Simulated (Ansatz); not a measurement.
Clean, relaxed (111) surface of Ti, space group Fm-3m (No. 225) (top face towards +c; atoms held fixed, by place in the list: 1, 2):

```yaml
crystal:
  lattice:
    - [2.86791, 0.00000, 0.00000]
    - [-1.43396, 2.48369, 0.00000]
    - [0.00000, 0.00000, 24.02492]
  atoms:
    - { symbol: Ti, position: [0.66667, 0.33333, 0.35380] }
    - { symbol: Ti, position: [0.33333, 0.66667, 0.45127] }
    - { symbol: Ti, position: [0.00000, 0.00000, 0.55032] }
    - { symbol: Ti, position: [0.66667, 0.33333, 0.64140] }
```

Level of theory: DFT PBEsol, scalar-relativistic, plane waves, PAW (Ansatz). Plane waves to 420 eV, a k mesh through Γ of 12×12×1 on the computed 4-atom cell and Gaussian smearing (0.10 eV); no spin polarisation. The cell repeats along c with a dipole correction in the vacuum.

The adsorption energy is E(slab + adsorbate) − E(slab) − E(free adsorbate, spin-polarised where open-shell). With the adsorbate the cell is lengthened along c to keep the vacuum.

(1) H (atom) is put at the bridge (Ti-Ti) at (0.17, 0.83) site, one adsorbate per 7.1 Å². What structure does it relax to?

Each end is the local minimum or symmetric point that its start leads to. This isn't the usual crystal structure of Ti. The slab is only 7.0 Å thick, so the energies aren't converged with thickness.

The adsorbed runs have no spin polarisation, so weakly bound open-shell ends lie too high.

## Answers

(1) E_ads = -3.59 eV. Contacts: H–Ti 1.95 Å.

```xyz
5
Lattice="2.8679 0.0000 0.0000 -1.4340 2.4837 0.0000 0.0000 0.0000 26.0249" Properties=species:S:1:pos:R:3 pbc="T T T"
Ti    1.4340    0.8279    8.5000
Ti    0.0000    1.6558   10.8416
Ti   -0.0024    0.0014   13.2145
Ti    1.4304    0.8299   15.4817
H    -0.0029    0.0017   16.5045
```